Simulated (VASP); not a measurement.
# GW on AlP, part 3 of 5

Aim: the quasiparticle gap of AlP, and what it costs to get it. The cell is of the zinc-blende type, one of the forms listed for this formula. The start is a cell from a database of measured crystal structures.

VASP 6.6.1, plane waves and PAW; the level of theory is named at each step.

So far, quasiparticle gap on the mesh (eV): step 3 (G0W0, functional PBE, start PBE, G0W0 on PBE) 2.28; step 7 (G0W0, functional HSE with 0.08 exact exchange, start HSE with 0.08 exact …) 2.39. Also gap on the k-mesh (eV): step 2 (empty bands, functional PBE) 1.57; step 4 (orbitals for another starting point, PBE) 1.57; step 5 (another starting point, functional HSE with 0.08 exact exchange) 1.79.

The database entry behind the starting cell differs from later determinations by our own check (0.1 to 0.3 % short, probably kX units), so it need not match the best structure at ambient conditions.

### 9. Empty bands, functional HSE with 0.16 exact exchange

Level of this step: HSE with 0.16 exact exchange; plane waves and PAW (P_GW, Al_GW) (VASP).

The next step needs empty bands that the ground-state run didn't converge, so the Hamiltonian is diagonalised exactly for NBANDS bands, in a single step. LOPTICS writes the k-derivatives of the orbitals (WAVEDER), which give the long-wavelength limit of the screening.

Contents of INCAR:

```
SYSTEM = AlP
PREC = Accurate
ENCUT = 300
ISMEAR = 0
SIGMA = 0.01
LREAL = .FALSE.
LHFCALC = .TRUE.
AEXX = 0.16
GGA = PE
LASPH = .TRUE.
NBANDS = 128
PRECFOCK = Fast
HFSCREEN = 0.2
ALGO = Exact
NELM = 1
LWAVE = .TRUE.
LCHARG = .FALSE.
LOPTICS = .TRUE.
NEDOS = 1000
CSHIFT = 0.1
```

Contents of POSCAR:

```
AlP
1.0
    0.0000000000      2.7255000000      2.7255000000
    2.7255000000      0.0000000000      2.7255000000
    2.7255000000      2.7255000000      0.0000000000
P Al
1 1
Direct
    0.7500000000      0.7500000000      0.7500000000
    0.0000000000      0.0000000000      0.0000000000
```

Contents of KPOINTS:

```
Automatic mesh
0
Gamma
6 6 6
0 0 0
```

PAW data sets: P_GW and Al_GW (PBE family, release 64).

The WAVECAR or CHGCAR of an earlier step is read.

Launch:

```
$ mpirun -np 8 vasp_std
```

Log:

```text
[... set-up lines as in an earlier step ...]
 entering main loop
       N       E                     dE             d eps       ncg     rms          rms(c)
DIA:   1    -0.113982499178E+02   -0.11398E+02    0.00000E+00     0   0.000E+00
   1 F= -.11398250E+02 E0= -.11398250E+02  d E =-.635354E-83
 writing wavefunctions
 optical routines
 imaginary and real dielectric function
 recalculating local potential from charge density
 direction            1
 direction            2
 direction            3
```

Wall time 14 min (8 MPI ranks of AMD EPYC 7R13 (Zen 3), shared host); peak memory 1.7 GiB; 1.9 h of CPU time.

OUTCAR, selected parts (step 9):

```text
 POSITION                                       TOTAL-FORCE (eV/Angst)
 -----------------------------------------------------------------------------------
      4.08825      4.08825      4.08825         0.000000      0.000000      0.000000
      0.00000      0.00000      0.00000        -0.000000     -0.000000     -0.000000
 -----------------------------------------------------------------------------------
    total drift:                                0.000002      0.000003      0.000002

  FREE ENERGIE OF THE ION-ELECTRON SYSTEM (eV)
  ---------------------------------------------------
  free  energy   TOTEN  =       -11.3982499178 eV

  energy  without entropy=      -11.3982499178  energy(sigma->0) =      -11.39824992

[... 2 parts as in an earlier step ...]

[... 1 further part left out ...]
[key lines of the parts left out:]
E-fermi :   3.7355
```

### 10. G0W0, functional HSE with 0.16 exact exchange, start HSE with 0.16 exact exchange

This step: G0W0 on HSE with 0.16 exact exchange; plane waves and PAW (P_GW, Al_GW) (VASP 6.6.1).

One pass of GW corrects the levels to first order, with G and W from the starting orbitals.

Contents of INCAR:

```
SYSTEM = AlP
PREC = Accurate
ENCUT = 300
ISMEAR = 0
SIGMA = 0.01
LREAL = .FALSE.
LHFCALC = .TRUE.
AEXX = 0.16
GGA = PE
LASPH = .TRUE.
NBANDS = 128
PRECFOCK = Fast
HFSCREEN = 0.2
ALGO = EVGW0
NELMGW = 1
ENCUTGW = 120
NOMEGA = 64
NBANDSGW = 16
LWAVE = .FALSE.
LCHARG = .FALSE.
```

POSCAR is that of step 9.

KPOINTS is that of step 9.

The WAVECAR or CHGCAR of an earlier step is read.

Launch:

```
$ mpirun -np 8 vasp_std
```

Log:

```text
[banner, memory and clock lines left out]
running    8 mpi-ranks, on    1 nodes
[...]
[... a notice as in an earlier step ...]

 [... a notice as in an earlier step ...]

 LDA part: xc-table for (Slater+PW92), standard interpolation
 found WAVECAR, reading the header
 POSCAR, INCAR and KPOINTS ok, starting setup
[...]
reading WAVECAR
 the WAVECAR file was read successfully
 initial charge from wavefunction
 available memory per node:     31.57 GB, setting MAXMEM to     32328

 The Fermi energy was updated, please check that it is located mid-gap
 values below the HOMO (VB) or above the LUMO (CB) will cause erroneous energies
 E-fermi :   4.6076

 calculate exact exchange contribution
 the WAVEDER file was read successfully
energies w=
    0.000    0.000    0.463    0.000    0.924    0.000    1.383    0.000
    1.840    0.000    2.292    0.000    2.740    0.000    3.183    0.000
    3.620    0.000    4.052    0.000    4.477    0.000    4.896    0.000
[...]
total number of BLAS operations        891.33 Gflops
NQ=  12   -0.3333    0.3333    0.0000,
|.........|.........|.........|.........|.........|.........|.........|.........
 performed       8169000 updates of chi_q(r,r)
 total number of BLAS operations        984.15 Gflops
NQ=  13    0.5000    0.5000    0.0000,
|.........|.........|.........|.........|.........|.........|.........|.........
 performed       8571000 updates of chi_q(r,r)
 total number of BLAS operations       1027.50 Gflops
NQ=  14    0.5000    0.3333    0.1667,
|.........|.........|.........|.........|.........|.........|.........|.........
 performed       9604000 updates of chi_q(r,r)
 total number of BLAS operations       1150.55 Gflops
NQ=  15   -0.3333    0.3333    0.1667,
|.........|.........|.........|.........|.........|.........|.........|.........
 performed      10571000 updates of chi_q(r,r)
 total number of BLAS operations       1258.38 Gflops
NQ=  16   -0.3333    0.5000    0.1667,
|.........|.........|.........|.........|.........|.........|.........|.........
 performed      11354000 updates of chi_q(r,r)
 total number of BLAS operations       1337.01 Gflops
 resolving degeneracies of screened two electron integrals

 calculate QP shifts <psi_nk| G(iteration)W_0 |psi_nk>: iteration 1
 entering main loop
```

It took 4.4 min on 8 MPI ranks; peak memory 2.3 GiB.

OUTCAR, selected parts (step 10):

```text
 QP shifts <psi_nk| G(iteration)W_0 |psi_nk>: iteration 1
 for sc-GW calculations column KS-energies equals QP-energies in previous step
 and V_xc(KS)=  KS-energies - (<T + V_ion + V_H > + <T+V_H+V_ion>^1  + <V_x>^1)
 k-point   1 :       0.0000    0.0000    0.0000
  band No.  KS-energies  QP-energies   sigma(KS)   V_xc(KS)     V^pw_x(r,r')   Z            occupation Imag(sigma)
      1      -8.7483      -8.6191     -12.0183     -12.2078     -18.4317       0.6822       2.0000       1.1923
      2       3.6005       3.1675     -12.8329     -12.2751     -14.0369       0.7762       2.0000       0.0385
      3       3.6005       3.1675     -12.8329     -12.2751     -14.0369       0.7762       2.0000       0.0385
      4       3.6005       3.1675     -12.8329     -12.2751     -14.0369       0.7762       2.0000       0.0385
      5       7.5363       7.7117      -9.5794      -9.8024      -5.5345       0.7868       0.0000      -0.0574
      6       8.7763       8.9758      -9.0788      -9.3354      -4.8912       0.7780       0.0000      -0.0657
      7       8.7763       8.9758      -9.0788      -9.3354      -4.8912       0.7780       0.0000      -0.0657
      8       8.7763       8.9758      -9.0788      -9.3354      -4.8912       0.7780       0.0000      -0.0657
    ...

[... 2 parts as in an earlier step ...]

[... 1 further part left out ...]
[key lines of the parts left out:]
E-fermi :   4.6076
```

GW takes the gap from 2.014 to 2.496 eV. That is +211 meV against G0W0 on PBE. The value holds for 128 bands, ENCUTGW = 120 eV and this mesh, and isn't shown to be converged in them.

### 11. Another starting point, functional HSE with 0.25 exact exchange

This step: HSE with 0.25 exact exchange; plane waves and PAW (P_GW, Al_GW) (VASP 6.6.1).

To see how much the result owes to its start, the ground state is made again with HSE with 0.25 exact exchange. EDIFF is tight for accurate orbitals, and a narrow smearing avoids fractional occupations.

Contents of INCAR:

```
SYSTEM = AlP
PREC = Accurate
ENCUT = 300
EDIFF = 1E-08
NELM = 100
ISMEAR = 0
SIGMA = 0.01
LREAL = .FALSE.
ALGO = Normal
LHFCALC = .TRUE.
AEXX = 0.25
GGA = PE
LASPH = .TRUE.
NBANDS = 10
PRECFOCK = Fast
LORBIT = 11
LWAVE = .TRUE.
LCHARG = .FALSE.
KPAR = 8
HFSCREEN = 0.2
```

POSCAR is that of step 10.

KPOINTS is that of step 10.

Launch:

```
$ mpirun -np 8 vasp_std
```

Log:

```text
[... set-up lines as in an earlier step ...]
 entering main loop
       N       E                     dE             d eps       ncg     rms          rms(c)
DAV:   1    -0.119899273232E+02   -0.11990E+02   -0.23559E-01   340   0.306E+00    0.169E-01
DAV:   2    -0.119916038186E+02   -0.16765E-02   -0.52259E-03   444   0.471E-01    0.126E-01
DAV:   3    -0.119913026119E+02    0.30121E-03   -0.26174E-04   416   0.106E-01    0.783E-02
DAV:   4    -0.119911872902E+02    0.11532E-03   -0.57655E-05   464   0.440E-02    0.475E-02
[...]
DAV:  13    -0.119911261839E+02    0.57013E-07   -0.39603E-09   206   0.453E-04    0.476E-04
DAV:  14    -0.119911261624E+02    0.21465E-07   -0.19932E-09   178   0.347E-04    0.289E-04
DAV:  15    -0.119911261652E+02   -0.27343E-08   -0.99264E-10   172   0.259E-04
   1 F= -.11991126E+02 E0= -.11991126E+02  d E =-.252060E-51
 writing wavefunctions
```

Wall time 1.7 min (8 MPI ranks); peak memory 1.6 GiB; 13 min of CPU time.

Parts of OUTCAR (step 11):

```text
 POSITION                                       TOTAL-FORCE (eV/Angst)
 -----------------------------------------------------------------------------------
      4.08825      4.08825      4.08825        -0.000000     -0.000000     -0.000000
      0.00000      0.00000      0.00000         0.000000      0.000000      0.000000
 -----------------------------------------------------------------------------------
    total drift:                                0.000002      0.000003      0.000003

  FREE ENERGIE OF THE ION-ELECTRON SYSTEM (eV)
  ---------------------------------------------------
  free  energy   TOTEN  =       -11.9911261652 eV

  energy  without entropy=      -11.9911261652  energy(sigma->0) =      -11.99112617

[... 2 parts as in an earlier step ...]

[... 1 further part left out ...]
[key lines of the parts left out:]
E-fermi :   3.5228
```

### 12. Empty bands, functional HSE with 0.25 exact exchange

The next step needs empty bands that the ground-state run didn't converge, so the Hamiltonian is diagonalised exactly for NBANDS bands, in a single step. LOPTICS writes the k-derivatives of the orbitals (WAVEDER), which give the long-wavelength limit of the screening.

Contents of INCAR:

```
SYSTEM = AlP
PREC = Accurate
ENCUT = 300
ISMEAR = 0
SIGMA = 0.01
LREAL = .FALSE.
LHFCALC = .TRUE.
AEXX = 0.25
GGA = PE
LASPH = .TRUE.
NBANDS = 128
PRECFOCK = Fast
HFSCREEN = 0.2
ALGO = Exact
NELM = 1
LWAVE = .TRUE.
LCHARG = .FALSE.
LOPTICS = .TRUE.
NEDOS = 1000
CSHIFT = 0.1
```

POSCAR is that of step 11.

KPOINTS is that of step 11.

The WAVECAR or CHGCAR of an earlier step is read.

Launch:

```
$ mpirun -np 8 vasp_std
```

Log:

```text
[... set-up lines as in an earlier step ...]
 entering main loop
       N       E                     dE             d eps       ncg     rms          rms(c)
DIA:   1    -0.119911261887E+02   -0.11991E+02    0.00000E+00     0   0.000E+00
   1 F= -.11991126E+02 E0= -.11991126E+02  d E =-.180405E-36
 writing wavefunctions
 optical routines
 imaginary and real dielectric function
 recalculating local potential from charge density
 direction            1
 direction            2
 direction            3
```

Run time: 11 min. Hardware: 8 MPI ranks; peak memory 1.8 GiB; 89 min of CPU time.

OUTCAR, selected parts (step 12):

```text
 POSITION                                       TOTAL-FORCE (eV/Angst)
 -----------------------------------------------------------------------------------
      4.08825      4.08825      4.08825         0.000000      0.000000     -0.000000
      0.00000      0.00000      0.00000        -0.000000     -0.000000      0.000000
 -----------------------------------------------------------------------------------
    total drift:                                0.000002      0.000003      0.000003

  FREE ENERGIE OF THE ION-ELECTRON SYSTEM (eV)
  ---------------------------------------------------
  free  energy   TOTEN  =       -11.9911261887 eV

  energy  without entropy=      -11.9911261887  energy(sigma->0) =      -11.99112619

[... 2 parts as in an earlier step ...]

[... 1 further part left out ...]
[key lines of the parts left out:]
E-fermi :   3.5049
```

### 13. G0W0, functional HSE with 0.25 exact exchange, start HSE with 0.25 exact exchange

This step: G0W0 on HSE with 0.25 exact exchange; plane waves and PAW (P_GW, Al_GW) (VASP 6.6.1).

G0W0 keeps orbitals and screening fixed and shifts each of the lowest NBANDSGW levels once.

Contents of INCAR:

```
SYSTEM = AlP
PREC = Accurate
ENCUT = 300
ISMEAR = 0
SIGMA = 0.01
LREAL = .FALSE.
LHFCALC = .TRUE.
AEXX = 0.25
GGA = PE
LASPH = .TRUE.
NBANDS = 128
PRECFOCK = Fast
HFSCREEN = 0.2
ALGO = EVGW0
NELMGW = 1
ENCUTGW = 120
NOMEGA = 64
NBANDSGW = 16
LWAVE = .FALSE.
LCHARG = .FALSE.
```

POSCAR is that of step 12.

KPOINTS is that of step 12.

The WAVECAR or CHGCAR of an earlier step is read.

Launch:

```
$ mpirun -np 8 vasp_std
```

Log:

```text
[banner, memory and clock lines left out]
running    8 mpi-ranks, on    1 nodes
[...]
[... a notice as in an earlier step ...]

 [... a notice as in an earlier step ...]

 LDA part: xc-table for (Slater+PW92), standard interpolation
 found WAVECAR, reading the header
 POSCAR, INCAR and KPOINTS ok, starting setup
[...]
reading WAVECAR
 the WAVECAR file was read successfully
 initial charge from wavefunction
 available memory per node:     30.02 GB, setting MAXMEM to     30735

 The Fermi energy was updated, please check that it is located mid-gap
 values below the HOMO (VB) or above the LUMO (CB) will cause erroneous energies
 E-fermi :   4.5560

 calculate exact exchange contribution
 the WAVEDER file was read successfully
energies w=
    0.000    0.000    0.479    0.000    0.957    0.000    1.433    0.000
    1.905    0.000    2.374    0.000    2.838    0.000    3.296    0.000
    3.749    0.000    4.196    0.000    4.636    0.000    5.071    0.000
[...]
total number of BLAS operations        891.33 Gflops
NQ=  12   -0.3333    0.3333    0.0000,
|.........|.........|.........|.........|.........|.........|.........|.........
 performed       8169000 updates of chi_q(r,r)
 total number of BLAS operations        984.15 Gflops
NQ=  13    0.5000    0.5000    0.0000,
|.........|.........|.........|.........|.........|.........|.........|.........
 performed       8571000 updates of chi_q(r,r)
 total number of BLAS operations       1027.50 Gflops
NQ=  14    0.5000    0.3333    0.1667,
|.........|.........|.........|.........|.........|.........|.........|.........
 performed       9604000 updates of chi_q(r,r)
 total number of BLAS operations       1150.55 Gflops
NQ=  15   -0.3333    0.3333    0.1667,
|.........|.........|.........|.........|.........|.........|.........|.........
 performed      10571000 updates of chi_q(r,r)
 total number of BLAS operations       1258.38 Gflops
NQ=  16   -0.3333    0.5000    0.1667,
|.........|.........|.........|.........|.........|.........|.........|.........
 performed      11354000 updates of chi_q(r,r)
 total number of BLAS operations       1337.01 Gflops
 resolving degeneracies of screened two electron integrals

 calculate QP shifts <psi_nk| G(iteration)W_0 |psi_nk>: iteration 1
 entering main loop
```

Run time: 3.6 min. Hardware: 8 MPI ranks; peak memory 2.3 GiB; 28 min of CPU time.

OUTCAR, selected parts (step 13):

```text
 QP shifts <psi_nk| G(iteration)W_0 |psi_nk>: iteration 1
 for sc-GW calculations column KS-energies equals QP-energies in previous step
 and V_xc(KS)=  KS-energies - (<T + V_ion + V_H > + <T+V_H+V_ion>^1  + <V_x>^1)
 k-point   1 :       0.0000    0.0000    0.0000
  band No.  KS-energies  QP-energies   sigma(KS)   V_xc(KS)     V^pw_x(r,r')   Z            occupation Imag(sigma)
      1      -9.3790      -8.8629     -12.0970     -12.8399     -18.4284       0.6948       2.0000       1.1882
      2       3.4182       3.1022     -12.8570     -12.4545     -14.0684       0.7853       2.0000       0.0373
      3       3.4182       3.1022     -12.8570     -12.4545     -14.0684       0.7853       2.0000       0.0373
      4       3.4182       3.1022     -12.8570     -12.4545     -14.0684       0.7853       2.0000       0.0373
      5       7.7013       7.7930      -9.4862      -9.6016      -5.4701       0.7946       0.0000      -0.0577
      6       8.9467       9.0594      -9.0034      -9.1466      -4.8700       0.7868       0.0000      -0.0645
      7       8.9467       9.0594      -9.0034      -9.1466      -4.8700       0.7868       0.0000      -0.0645
      8       8.9467       9.0594      -9.0034      -9.1466      -4.8700       0.7868       0.0000      -0.0645
    ...

[... 2 parts as in an earlier step ...]

[... 1 further part left out ...]
[key lines of the parts left out:]
E-fermi :   4.5560
```

GW takes the gap from 2.276 to 2.615 eV. That is +330 meV against G0W0 on PBE. The value holds for 128 bands, ENCUTGW = 120 eV and this mesh, and isn't shown to be converged in them.

### 14. Another starting point, functional HSE with 0.33 exact exchange

This step: HSE with 0.33 exact exchange; plane waves and PAW (P_GW, Al_GW) (VASP 6.6.1).

To see how much the result owes to its start, the ground state is made again with HSE with 0.33 exact exchange. EDIFF is tight for accurate orbitals, and a narrow smearing avoids fractional occupations.

Contents of INCAR:

```
SYSTEM = AlP
PREC = Accurate
ENCUT = 300
EDIFF = 1E-08
NELM = 100
ISMEAR = 0
SIGMA = 0.01
LREAL = .FALSE.
ALGO = Normal
LHFCALC = .TRUE.
AEXX = 0.33
GGA = PE
LASPH = .TRUE.
NBANDS = 10
PRECFOCK = Fast
LORBIT = 11
LWAVE = .TRUE.
LCHARG = .FALSE.
KPAR = 8
HFSCREEN = 0.2
```

POSCAR is that of step 13.

KPOINTS is that of step 13.

Launch:

```
$ mpirun -np 8 vasp_std
```

Log:

```text
[... set-up lines as in an earlier step ...]
 entering main loop
       N       E                     dE             d eps       ncg     rms          rms(c)
DAV:   1    -0.125204908763E+02   -0.12520E+02   -0.39899E-01   332   0.404E+00    0.216E-01
DAV:   2    -0.125242904755E+02   -0.37996E-02   -0.10548E-02   450   0.643E-01    0.168E-01
DAV:   3    -0.125237255851E+02    0.56489E-03   -0.48631E-04   410   0.145E-01    0.105E-01
DAV:   4    -0.125234959581E+02    0.22963E-03   -0.11879E-04   448   0.612E-02    0.633E-02
[...]
DAV:  14    -0.125233770512E+02   -0.19349E-07   -0.31328E-09   210   0.413E-04    0.345E-04
DAV:  15    -0.125233770639E+02   -0.12689E-07   -0.14753E-09   196   0.307E-04    0.209E-04
DAV:  16    -0.125233770638E+02    0.20833E-10   -0.77204E-10   172   0.236E-04
   1 F= -.12523377E+02 E0= -.12523377E+02  d E =-.188157E-63
 writing wavefunctions
```

Wall time 2.1 min (8 MPI ranks); peak memory 1.6 GiB.

From OUTCAR (step 14):

```text
 POSITION                                       TOTAL-FORCE (eV/Angst)
 -----------------------------------------------------------------------------------
      4.08825      4.08825      4.08825         0.000000      0.000000      0.000000
      0.00000      0.00000      0.00000        -0.000000     -0.000000     -0.000000
 -----------------------------------------------------------------------------------
    total drift:                                0.000001      0.000002      0.000001

  FREE ENERGIE OF THE ION-ELECTRON SYSTEM (eV)
  ---------------------------------------------------
  free  energy   TOTEN  =       -12.5233770638 eV

  energy  without entropy=      -12.5233770638  energy(sigma->0) =      -12.52337706

[... 2 parts as in an earlier step ...]

[... 1 further part left out ...]
[key lines of the parts left out:]
E-fermi :   3.3691
```

### 15. Empty bands, functional HSE with 0.33 exact exchange

ALGO = Exact makes the empty bands from the converged ground state in one step. LOPTICS writes the k-derivatives of the orbitals (WAVEDER), which give the long-wavelength limit of the screening.

Contents of INCAR:

```
SYSTEM = AlP
PREC = Accurate
ENCUT = 300
ISMEAR = 0
SIGMA = 0.01
LREAL = .FALSE.
LHFCALC = .TRUE.
AEXX = 0.33
GGA = PE
LASPH = .TRUE.
NBANDS = 128
PRECFOCK = Fast
HFSCREEN = 0.2
ALGO = Exact
NELM = 1
LWAVE = .TRUE.
LCHARG = .FALSE.
LOPTICS = .TRUE.
NEDOS = 1000
CSHIFT = 0.1
```

POSCAR is that of step 14.

KPOINTS is that of step 14.

The run starts from files that an earlier step left in the folder.

Launch:

```
$ mpirun -np 8 vasp_std
```

Log:

```text
[... set-up lines as in an earlier step ...]
 entering main loop
       N       E                     dE             d eps       ncg     rms          rms(c)
DIA:   1    -0.125233770611E+02   -0.12523E+02    0.00000E+00     0   0.000E+00
   1 F= -.12523377E+02 E0= -.12523377E+02  d E =-.493377E-35
 writing wavefunctions
 optical routines
 imaginary and real dielectric function
 recalculating local potential from charge density
 direction            1
 direction            2
 direction            3
```

Wall time 14 min (8 MPI ranks); peak memory 1.8 GiB; 1.8 h of CPU time.

OUTCAR, selected parts (step 15):

```text
 POSITION                                       TOTAL-FORCE (eV/Angst)
 -----------------------------------------------------------------------------------
      4.08825      4.08825      4.08825        -0.000000     -0.000000     -0.000000
      0.00000      0.00000      0.00000         0.000000      0.000000      0.000000
 -----------------------------------------------------------------------------------
    total drift:                                0.000001      0.000002      0.000001

  FREE ENERGIE OF THE ION-ELECTRON SYSTEM (eV)
  ---------------------------------------------------
  free  energy   TOTEN  =       -12.5233770611 eV

  energy  without entropy=      -12.5233770611  energy(sigma->0) =      -12.52337706

[... 2 parts as in an earlier step ...]

[... 1 further part left out ...]
[key lines of the parts left out:]
E-fermi :   3.3367
```

(Continued in part 4 of 5.)

[Lines on the potential files, build, host, timing and source positions are cut from VASP's logs without a mark.]

[Logs are printed without paths, hosts, clocks, repeated set-up lines and the standing remarks that a program may print on its own settings, such as how far it seeks lower states.]

[Hosts, paths, dates, database ids (printed as entryN), source tags and the programs' standing remarks are cut or masked in the printed files.]

[Pressures printed for these runs are not shown converged in the cutoff: they can be off by several GPa and have the wrong sign.]

[In band tables of VASP the shares of atoms and orbitals are scaled to a sum of 1 inside the atoms' spheres.]
